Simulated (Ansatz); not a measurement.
A run of Ansatz 0.2.0:

File input.yaml:

```yaml
crystal:
  lattice:
    - [1.51768211, 0.87623418, 2.51579458]
    - [-1.51768211, 0.87623418, 2.51579458]
    - [0.0, -1.75246835, 2.51579458]
  atoms:
    - { symbol: Fe, position: [0.0, 0.0, 0.0], spin: 6.0 }
    - { symbol: O, position: [0.5, 0.5, 0.5] }
hamiltonian:
  xc: pbe
  pseudopotentials: { kind: paw }
magnetization:
  spin_polarized: true
  initial_magnetization: 6.0
  spin_locking: { lock_magnetization: hard }
kpoints:
  mp_grid: { grid: [9, 9, 9] }
scf:
  occupations: { method: fermi_dirac, width: 0.05 }
  lower_state_search: "off"
output:
  forces: true
  stress: true
  eigenvalues: true
  write_density: true
  write_potential: true
  elf: true
  volumetric_format: npy
```

Potentials or basis: Ansatz PAW.

Run with:

```sh
$ ansatz run input.yaml --threads 2 --pin off --max-ram 5632MiB --backend cpu --events-out ev --progress --plain --runs-dir out
```

Hardware: 2 threads of Arm Neoverse V2 (shared host).

**Question.** Estimate the wall time of this run.

**Answer.** It took 2.8 s on 2 threads of Arm Neoverse V2, on a shared host, peak memory 0.31 GiB. Counts: scf iterations 10, plane waves 399, k points 85, bands 18.
